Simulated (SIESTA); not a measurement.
# CdS under changes of volume

One of the cells (20.871 Å³/atom); the others are scaled copies at fixed shape and fractional positions:

```
Cd S
1.0
     0.00000    2.75324    2.75324
     2.75324    0.00000    2.75324
     2.75324    2.75324    0.00000
Cd S
1 1
Direct
  0.00000 0.00000 0.00000
  0.50000 0.50000 0.50000
```

Measurements of this composition are mostly on another form, of space group No. 186.

- Program: SIESTA 5.4.2
- Functional: LDA
- Potentials or basis: PseudoDojo 0.4 standard (LDA files)
- Basis: DZP (energy shift 0.003 Ry; two zetas on semicore shells)
- Grid cutoff: 800 Ry
- Energy shift: 0.003 Ry
- k mesh: 8 × 8 × 8
- Occupations: fermi-dirac, width 0.05 eV
- Spin: no spin polarisation

```tsv
volume (Å³/atom)	energy over the lowest point (meV/atom)	pressure (GPa)
19.618	0.00	-2.1
20.036	7.79	-3.8
20.453	19.73	-5.3
20.871	?	?
21.288	54.15	-7.8
21.705	75.80	-8.8
22.123	99.96	-9.7
```

**Question.** What does the run at 20.871 Å³/atom give?

**Answer.** Energy over the lowest point 35.32 meV/atom; pressure -6.6 GPa.

Worked out: A Birch-Murnaghan fit of order 3 (a polynomial in V^(-2/3)) to the other rows has its minimum at 19.16 Å³/atom, just outside them, with B0 = V·E''(V) = 96 GPa and B' = 4.8. It gives 35.35 meV/atom at 20.871 Å³/atom, against the run's 35.32, and -dE/dV = -6.6 GPa, against -6.6.

Energies are extrapolated to zero smearing.

Caveats: the basis of atomic orbitals isn't converged, which shifts pressures, moduli and gaps.
